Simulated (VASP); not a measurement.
# GaN (I-4m2) in VASP: a series of runs

One crystal, GaN, is run at these levels: PBE, r2SCAN; tasks: single point.

Program: VASP 6.6.1. These are calculated values, not measurements. Logs are shortened: lines on timing, memory, paths and dates and some standing lists are left out, and cuts for length are marked.

## (1) The cell of the first run

The structure is tetragonal, space group I-4m2 (No. 119). The conventional cell has a = 3.089 Å, b = 3.089 Å, c = 4.631 Å, α = 90.00°, β = 90.00°, γ = 90.00°. Ga (site symmetry -4m2) is surrounded by 4 N at 1.93 Å. N (site symmetry -4m2) has 4 Ga at 1.93 Å as nearest neighbours.

The cell was built by a generator and needn't be a form met in nature.

## (2) Single point, PBE (epitaxial_xy strain -2.9%)

INCAR reads:

```
SYSTEM = GaN
PREC     = Accurate       ! precision mode
ENCUT    = 520            ! plane-wave cutoff, eV
EDIFF    = 1E-6           ! SCF threshold, eV
ISMEAR   = -1             ! smearing method
SIGMA    = 0.02           ! smearing width, eV
LREAL    = .FALSE.        ! projectors in reciprocal space
LASPH    = .TRUE.         ! aspherical terms in the spheres
NELM     = 80             ! most SCF steps
ALGO     = Normal         ! electronic algorithm
ISIF     = 2              ! what is computed and relaxed
LWAVE    = .FALSE.        ! write WAVECAR
LCHARG   = .TRUE.         ! write CHGCAR
GGA      = PE             ! functional
LELF     = .TRUE.         ! ELF
LVHAR    = .TRUE.       
NBANDS   = 16             ! bands
```

KPOINTS reads:

```
regular mesh
0
G
  10 10 10
  0 0 0
```

POSCAR reads:

```
GaN
1.0
    0.0000000000      2.1844076036      2.3157145100
    2.1844076036      0.0000000000      2.3157145100
    2.1844076036      2.1844076036      0.0000000000
Ga N
1 1
Direct
    0.0000000000      0.0000000000      0.0000000000
    0.2500000000      0.2500000000      0.2500000000
```

Potentials or basis: VASP PAW PBE potentials, release 64 (Ga_d, N).

Command:

```
$ cat potpaw_PBE.64/Ga_d/POTCAR potpaw_PBE.64/N/POTCAR > POTCAR
$ mpirun -np 1 vasp_std > vasp.out
```

OUTCAR:

```text
SYSTEM = GaN
   PREC = Accurate
   ENCUT = 520
   EDIFF = 1E-6
   ISMEAR = -1
   LREAL = .FALSE.
   LASPH = .TRUE.
   NELM = 80
   ISIF = 2
   GGA = PE

 ion  position               nearest neighbor table
   1  0.000  0.000  0.000-   2 1.93   2 1.93   2 1.93   2 1.93
   2  0.250  0.250  0.250-   1 1.93   1 1.93   1 1.93   1 1.93

  LATTYP: Found a body centered tetragonal cell.
 ALAT       =     3.0892188588
 C/A-ratio  =     1.4992233415

  Lattice vectors:

 A1 = (  -2.1844076036,   0.0000000000,   2.3157145100)
 A2 = (   2.1844076036,   0.0000000000,   2.3157145100)
 A3 = (   0.0000000000,   2.1844076036,  -2.3157145100)

Analysis of symmetry for initial positions (statically):
=====================================================================
 Subroutine PRICEL returns:
 Original cell was already a primitive cell.

 Routine SETGRP: Setting up the symmetry group for a
 body centered tetragonal supercell.

 Subroutine GETGRP returns: Found  8 space group operations
 (whereof  8 operations were pure point group operations)
 out of a pool of 16 trial point group operations.

The static configuration has the point symmetry D_2d.

Analysis of symmetry for dynamics (positions and initial velocities):
=====================================================================
 Subroutine PRICEL returns:
 Original cell was already a primitive cell.

 Routine SETGRP: Setting up the symmetry group for a
 body centered tetragonal supercell.

 Subroutine GETGRP returns: Found  8 space group operations
 (whereof  8 operations were pure point group operations)
 out of a pool of 16 trial point group operations.

The dynamic configuration has the point symmetry D_2d.

 Subroutine INISYM returns: Found  8 space group operations
 (whereof  8 operations are pure point group operations),
 and found     1 'primitive' translations

----------------------------------------------------------------------------------------

                                     Primitive cell

  volume of cell :      22.0995

  direct lattice vectors                    reciprocal lattice vectors
     0.000000000  2.184407604  2.315714510    -0.228895010  0.228895010  0.215916080
     2.184407604  0.000000000  2.315714510     0.228895010 -0.228895010  0.215916080
     2.184407604  2.184407604  0.000000000     0.228895010  0.228895010 -0.215916080

  length of vectors
     3.183421158  3.183421158  3.089218859     0.389108731  0.389108731  0.389108731

  position of ions in fractional coordinates (direct lattice)
     0.000000000  0.000000000  0.000000000
     0.250000000  0.250000000  0.250000000

  ion indices of the primitive-cell ions
   primitive index   ion index
                 1           1
                 2           2

----------------------------------------------------------------------------------------

 KPOINTS: regular mesh

Automatic generation of k-mesh.
 Grid dimensions read from file:
 generate k-points for:   10   10   10

 Generating k-lattice:

  Cartesian coordinates                     Fractional coordinates (reciprocal lattice)
    -0.022889501  0.022889501  0.021591608     0.100000000 -0.000000000  0.000000000
     0.022889501 -0.022889501  0.021591608    -0.000000000  0.100000000  0.000000000
     0.022889501  0.022889501 -0.021591608     0.000000000  0.000000000  0.100000000

  Length of vectors
     0.038910873  0.038910873  0.038910873

  Shift w.r.t. Gamma in fractional coordinates (k-lattice)
     0.000000000  0.000000000  0.000000000

 Subroutine IBZKPT returns following result:
 ===========================================

 Found    102 irreducible k-points:

 Following reciprocal coordinates:
            Coordinates               Weight
  0.000000  0.000000  0.000000      1.000000
  0.100000 -0.000000  0.000000      8.000000
  0.200000 -0.000000  0.000000      8.000000
  0.300000 -0.000000  0.000000      8.000000
  0.400000 -0.000000  0.000000      8.000000
  0.500000  0.000000  0.000000      4.000000
[... 16 lines left out ...]
  0.300000  0.300000  0.000000      2.000000
  0.400000  0.300000  0.000000      8.000000
 [... further k-points ...]
   k-points           NKPTS =    102   k-points in BZ     NKDIM =    102   number of bands    NBANDS=     16
   number of dos      NEDOS =    301   number of ions     NIONS =      2
   total plane-waves  NPLWV =  13824
   dimension x,y,z NGX =    24 NGY =   24 NGZ =   24
   dimension x,y,z NGXF=    48 NGYF=   48 NGZF=   48
   ions per type =               1   1
   NGX,Y,Z   is equivalent  to a cutoff of  12.53, 12.53, 12.92 a.u.
   NGXF,Y,Z  is equivalent  to a cutoff of  25.07, 25.07, 25.83 a.u.
 SYSTEM =  GaN
   PREC   = accura    normal or accurate (medium, high low for compatibility)
   ISTART =      0    job   : 0-new  1-cont  2-samecut
   ICHARG =      2    charge: 1-file 2-atom 10-const
   ISPIN  =      1    spin polarized calculation?
   LNONCOLLINEAR =      F non collinear calculations
   LSORBIT =      F    spin-orbit coupling
   LASPH  =      T    aspherical Exc in radial PAW
   ENCUT  =  520.0 eV  38.22 Ry    6.18 a.u.   5.92  5.92  5.74*2*pi/ulx,y,z
   NELM   =     80;   NELMIN=  2; NELMDL= -5     # of ELM steps
   EDIFF  = 0.1E-05   stopping-criterion for ELM
   LREAL  =      F    real-space projection
[... 7 lines left out ...]
   TEBEG  =    0.0;   TEEND  =   0.0 temperature during run
   PSTRESS=    0.0 pullay stress
   NELECT =      18.0000    total number of electrons
   NUPDOWN=      -1.0000    fix difference up-down
   EMIN   =  10.00;   EMAX   =-10.00  energy-range for DOS
   EFERMI =   0.00;   METHOD = LEGACY
   ISMEAR =    -1;   SIGMA  =   0.02  broadening in eV -4-tet -1-fermi 0-gaus
   EFERMI_NEDOS =   21; number of points for ismear=-14 and -15
   IALGO  =     38    algorithm
   IMIX   =      4    mixing-type and parameters
     AMIX     =   0.40;   BMIX     =  1.00
     AMIX_MAG =   1.60;   BMIX_MAG =  1.00
  volume/ion in A,a.u.               =      11.05        74.57
  Fermi-wavevector in a.u.,A,eV,Ry     =   1.528873  2.889152 31.802993  2.337454
  Thomas-Fermi vector in A             =   2.636572
   LORBIT       =      0    0 simple, 1 ext, 2 COOP (PROOUT), +10 PAW based schemes
   GGA     = PE    functional components
   LHFCALC =     F    Hartree Fock is set to
   AEXX    =    0.0000 exact exchange contribution
   IVDW    =     0    specifies the selected vdW correction
   LEPSILON=     F    determine dielectric tensor
   LRPA    =     F    only Hartree local field effects (RPA)
 non-spin polarized calculation
  energy-cutoff  :      520.00
  volume of cell :       22.10
 maximum number of plane-waves:       612
   NGX = 11   NGY = 11   NGZ = 11

 number of electron      18.0000012 magnetization

 Free energy of the ion-electron system (eV)
  ---------------------------------------------------
  ext. energy  EPLUGINS =         0.00000000
  ---------------------------------------------------
  free energy    TOTEN  =       -12.08018135 eV

  energy without entropy =      -12.08018135  energy(sigma->0) =      -12.08018135

 E-fermi :   6.1752     XC(G=0): -11.8596

 val. band max:        5.7719753691   @ k =   0.0000   0.0000   0.0000
 cond. band min:       7.6097025638   @ k =   0.0000   0.0000   0.0000
 fundamental gap:      1.8377271947
 Fermi energy:         6.1752351059

 k-point     1 :       0.0000    0.0000    0.0000
  band No.  band energies     occupation
      1     -10.5626      2.00000
      2      -7.8576      2.00000
      3      -7.7871      2.00000
      4      -7.7871      2.00000
      5      -7.4604      2.00000
      6      -7.4558      2.00000
[... 8 lines left out ...]
     15      23.7624      0.00000
     16      24.4707      0.00000

 k-point     2 :       0.1000   -0.0000    0.0000
  band No.  band energies     occupation
      1     -10.4442      2.00000
      2      -7.8348      2.00000
      3      -7.7724      2.00000
      4      -7.7591      2.00000
      5      -7.4596      2.00000
      6      -7.4589      2.00000
[... 8 lines left out ...]
     15      23.9816      0.00000
     16      24.1433      0.00000

 k-point     3 :       0.2000   -0.0000    0.0000
  band No.  band energies     occupation
      1     -10.1411      2.00000
      2      -7.7885      2.00000
      3      -7.7377      2.00000
      4      -7.6190      2.00000
      5      -7.4627      2.00000
      6      -7.4499      2.00000
[... 8 lines left out ...]
     15      23.0845      0.00000
     16      23.1256      0.00000

 k-point     4 :       0.3000   -0.0000    0.0000
  band No.  band energies     occupation
      1      -9.8078      2.00000
      2      -7.7559      2.00000
      3      -7.7062      2.00000
      4      -7.4549      2.00000
      5      -7.4372      2.00000
      6      -7.2202      2.00000
[... 8 lines left out ...]
     15      23.3503      0.00000
     16      23.3960      0.00000

 k-point     5 :       0.4000   -0.0000    0.0000
  band No.  band energies     occupation
      1      -9.5995      2.00000
      2      -7.7429      2.00000
      3      -7.6927      2.00000
      4      -7.4358      2.00000
      5      -7.4025      2.00000
      6      -6.5958      2.00000
[... 8 lines left out ...]
     15      24.6478      0.00000
     16      24.9082      0.00000

 k-point     6 :       0.5000    0.0000    0.0000
  band No.  band energies     occupation
      1      -9.5375      2.00000
      2      -7.7405      2.00000
      3      -7.6904      2.00000
      4      -7.4255      2.00000
      5      -7.3873      2.00000
      6      -6.2093      2.00000
[... 8 lines left out ...]
     15      25.6871      0.00000
     16      25.9624      0.00000
[... 267 lines left out ...]
 k-point    21 :      -0.3000    0.2000    0.0000
  band No.  band energies     occupation
      1      -9.5186      2.00000
      2      -7.7268      2.00000
      3      -7.6385      2.00000
      4      -7.4782      2.00000
      5      -7.4560      2.00000
      6      -6.4186      2.00000
[... 8 lines left out ...]
     15      23.8119      0.00000
     16      26.1722      0.00000

 k-point    22 :      -0.2000    0.2000    0.0000
  band No.  band energies     occupation
      1      -9.6935      2.00000
      2      -7.7403      2.00000
      3      -7.6765      2.00000
      4      -7.4922      2.00000
      5      -7.4835      2.00000
      6      -6.9872      2.00000
[... 8 lines left out ...]
     15      23.7453      0.00000
     16      26.1885      0.00000

 k-point    23 :       0.3000    0.3000    0.0000
  band No.  band energies     occupation
      1      -9.6408      2.00000
      2      -7.6412      2.00000
      3      -7.5863      2.00000
      4      -7.5863      2.00000
      5      -7.4127      2.00000
      6      -7.1559      2.00000
[... 8 lines left out ...]
     15      28.9189      0.00000
     16      29.0289      0.00000

 k-point    24 :       0.4000    0.3000    0.0000
  band No.  band energies     occupation
      1      -9.4926      2.00000
      2      -7.6584      2.00000
      3      -7.5553      2.00000
      4      -7.5497      2.00000
      5      -7.4050      2.00000
      6      -6.7152      2.00000
[... 8 lines left out ...]
     15      28.7576      0.00000
     16      28.9907      0.00000

 [... further k-points ...]

------------------------ aborting loop because EDIFF is reached ----------------------------------------

  FORCE on cell =-STRESS in cart. coord.  units (eV):
  Direction    XX          YY          ZZ          XY          YZ          ZX
  --------------------------------------------------------------------------------------
  -------------------------------------------------------------------------------------
  Total        2.0358905      2.0358905      0.9389276      0.0000000      0.0000000      0.0000000
  in kB      147.5987320    147.5987320     68.0707158      0.0000000      0.0000000      0.0000000
  external PRESSURE =     121.0893933 kB  Pullay stress =       0.0000000 kB

 VOLUME and BASIS-vectors are now :
 -----------------------------------------------------------------------------
  energy-cutoff  :      520.00
  volume of cell :       22.10
      direct lattice vectors                 reciprocal lattice vectors
     0.000000000  2.184407604  2.315714510    -0.228895010  0.228895010  0.215916080
     2.184407604  0.000000000  2.315714510     0.228895010 -0.228895010  0.215916080
     2.184407604  2.184407604  0.000000000     0.228895010  0.228895010 -0.215916080

 POSITION                                       TOTAL-FORCE (eV/Angst)
 -----------------------------------------------------------------------------------
      0.00000      0.00000      0.00000        -0.000000     -0.000000      0.000000
      1.09220      1.09220      1.15786         0.000000      0.000000     -0.000000
 -----------------------------------------------------------------------------------
    total drift:                                0.000000      0.000000      0.000002

  FREE ENERGIE OF THE ION-ELECTRON SYSTEM (eV)
  ---------------------------------------------------
  free  energy   TOTEN  =       -12.0801813549 eV

  energy  without entropy=      -12.0801813549  energy(sigma->0) =      -12.08018135
```

Wall time 48 s (1 thread of AMD EPYC 7R43 (Zen 3), shared host); peak memory 0.13 GiB.

Results:

| Quantity | Value |
| --- | --- |
| Free energy | -12.0802 eV |
| Pressure | 12.1 GPa |
| Band gap on the k mesh | 1.84 eV, direct |

Levels at points of the mesh, in eV from the valence-band top:
| k point | band 7 | band 8 | band 9 | band 10 | band 11 | band 12 |
| --- | --- | --- | --- | --- | --- | --- |
| (0.00, 0.00, 0.00) | -0.31 | 0.00 | 0.00 | 1.84 | 10.39 | 10.39 |
| (0.50, 0.00, 0.00) | -7.36 | -1.35 | -0.88 | 4.68 | 8.81 | 10.14 |
| (0.50, 0.50, 0.00) | -6.80 | -2.61 | -2.61 | 3.56 | 7.39 | 11.31 |
| (0.50, 0.00, 0.50) | -6.14 | -3.07 | -3.05 | 3.14 | 6.46 | 12.12 |

## (3) Single point, r2SCAN (uniaxial_z strain +1.2%)

POSCAR reads:

```
GaN
1.0
    0.0000000000      2.2489525415      2.2763897625
    2.2489525415      0.0000000000      2.2763897625
    2.2489525415      2.2489525415      0.0000000000
Ga N
1 1
Direct
    0.0000000000      0.0000000000      0.0000000000
    0.2500000000      0.2500000000      0.2500000000
```

INCAR.step1 reads:

```
ALGO = Normal
EDIFF = 1E-4
ENCUT = 520
GGA = PE
ISMEAR = 0
LASPH = True
LCHARG = False
LREAL = False
LWAVE = True
NBANDS = 16
NELM = 60
PREC = Accurate
SIGMA = 0.01
```

INCAR.step2 reads:

```
ALGO = Normal
EDIFF = 1E-6
ENCUT = 520
ISIF = 2
ISMEAR = 0
ISTART = 1
LASPH = True
LCHARG = True
LELF = True
LMIXTAU = True
LREAL = False
LVHAR = True
LWAVE = False
METAGGA = R2SCAN
NBANDS = 16
NELM = 60
PREC = Accurate
SIGMA = 0.01
```

KPOINTS reads:

```
k-points
0
Gamma
  10 10 10
```

Potentials or basis: VASP PAW PBE potentials, release 64 (Ga_d, N).

Command:

```
$ cat potpaw_PBE.64/Ga_d/POTCAR potpaw_PBE.64/N/POTCAR > POTCAR
$ cp INCAR.step1 INCAR
$ mpirun -np 1 vasp_std > vasp.out
$ cp INCAR.step2 INCAR
$ mpirun -np 1 vasp_std > vasp.out
```

Run time: 3.3 min. Hardware: 1 thread of AMD EPYC 7R43 (Zen 3), shared host; peak memory 0.13 GiB.

The run converged. Its results:

| Item | Value |
| --- | --- |
| Free energy | -21.8955 eV |
| Pressure | -1.3 GPa |
| Band gap on the k mesh | 2.06 eV, direct |

Stress tensor (GPa, compression positive):
```
-0.76  0.00  0.00
 0.00 -0.76  0.00
 0.00  0.00 -2.37
```

Levels at points of the mesh, in eV from the valence-band top:
```tsv
k point	band 5	band 6	band 7	band 8	band 9	band 10	band 11	band 12	band 13	band 14
(0.00, 0.00, 0.00)	-13.50	-13.50	-0.06	0.00	0.00	2.06	10.93	10.93	10.97	18.45
(0.50, 0.00, 0.00)	-13.45	-12.38	-7.13	-1.06	-0.96	5.10	9.39	10.86	11.04	16.42
(0.50, 0.50, 0.00)	-13.43	-12.04	-6.30	-2.72	-2.72	3.80	7.32	12.40	14.90	14.90
(0.50, 0.00, 0.50)	-13.42	-11.97	-6.17	-2.81	-2.81	3.72	7.12	12.57	14.69	14.98
```

Caveat: the PAW data sets were made with another functional, which shifts forces and pressure a little.
